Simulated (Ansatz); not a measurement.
Runs of Ansatz 0.2.0 on CuO (Tenorite). It takes space group Cc (No. 9, monoclinic). Conventional cell: a = 4.689 Å, b = 3.427 Å, c = 5.132 Å, α = 90.00°, β = 99.65°, γ = 90.00°. Cu (site symmetry 1) has 4 O at 1.91 to 2.02 Å as nearest neighbours. Around O (site symmetry 1) lie 4 Cu at 1.91 to 2.02 Å. 

```csv
task,level,U,cell,k mesh,cutoff (eV),hubbard projectors,double counting,atoms under strain,gap on the mesh (eV),pressure (GPa),relaxed volume (Å³/atom),largest force (eV/Å)
relaxation of cell and atoms,PBEsol+U,Cu d U = 5.3 eV,relaxed,10 × 10 × 5,420,ortho-atomic (the default),fll (the default),-,none,0.0,(b),-
relaxation of cell and atoms,PBEsol,-,relaxed,10 × 10 × 5,420,-,-,-,none,0.0,10.67,-
single point,PBE,-,as given,7 × 7 × 4,420,-,-,-,none,5.7,-,0.75
elastic constants,LDA,-,as given,8 × 8 × 5,420,-,-,relaxed,none,-7.2,-,-
single point,PBE,-,as given,10 × 10 × 5,250,-,-,-,none,3.6,-,(a)
```

Alike in all rows: potentials or basis Ansatz PAW; no spin polarisation; smearing fermi-dirac 0.05 eV.

Q: Fill in the values left out.

A: (a) 0.95; (b) 10.86.

Caveats: the run has no spin polarisation, though such a crystal can be magnetic; semilocal functionals often make such compounds metallic where correlation or magnetic order opens a gap, which also shifts bond lengths (some runs); the PAW data sets come from PBE, with cores solved anew for the run's functional, which leaves a small shift of forces and pressure (some runs); the plane-wave basis is chosen anew once the cell has moved, so the energies of steps on either side of that aren't comparable (some runs); U without spin polarisation on a metal has little footing (some runs); the cell is more than 3 GPa from zero pressure, which shifts response properties (some runs); elastic constants of metals need much finer meshes, so these are rough (some runs).

A gap of «none» marks a metal or a gap under the smearing width.
